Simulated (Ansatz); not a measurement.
Crystal: Au.

```
Au
1.0
     0.00000    2.03500    2.03500
     2.03500    0.00000    2.03500
     2.03500    2.03500    0.00000
Au
1
Direct
  0.00000 0.00000 0.00000
```

| Item | Value |
| --- | --- |
| Program | Ansatz 0.2.0 |
| Task | relaxation of cell and atoms |
| Functional | RPBE |
| Dispersion | D3(BJ) |
| Potentials or basis | Ansatz PAW |
| Cutoff | 420 eV (not typed: the program's choice for these potentials) |
| k mesh | 11 × 11 × 11 |
| Occupations | fermi-dirac, width 0.05 eV |
| Spin | no spin polarisation |

At the start: volume 16.85 Å³/atom.

How do energy, volume and symmetry change on relaxing?

It ends after 6 steps and the volume is 14.98 Å³/atom (-11.1 %); space group Fm-3m (No. 225, to 0.05 Å).

Step by step:
```csv
step,energy change (eV),largest force (eV/Å),volume (Å³)
1,0.0000,0.0000,16.85
2,-0.1564,0.0000,14.51
3,-0.1696,0.0000,15.11
4,-0.1707,0.0000,14.99
5,-0.1707,0.0000,14.98
6,-0.1698,0.0000,14.98
```

Final structure:
```yaml
crystal:
  lattice:
    - [0.00000, 1.95647, 1.95647]
    - [1.95647, 0.00000, 1.95647]
    - [1.95647, 1.95647, 0.00000]
  atoms:
    - { symbol: Au, position: [0.00000, 0.00000, 0.00000] }
```

Caveat: the plane-wave basis is chosen anew once the cell has moved, so the energies of steps on either side of that aren't comparable; the volume moved by -11 % from the deposited cell, more than functionals usually miss; pairwise dispersion overbinds metals, which lowers pressure and volume; the PAW data sets come from PBE, with cores solved anew for the run's functional, which leaves a small shift of forces and pressure.
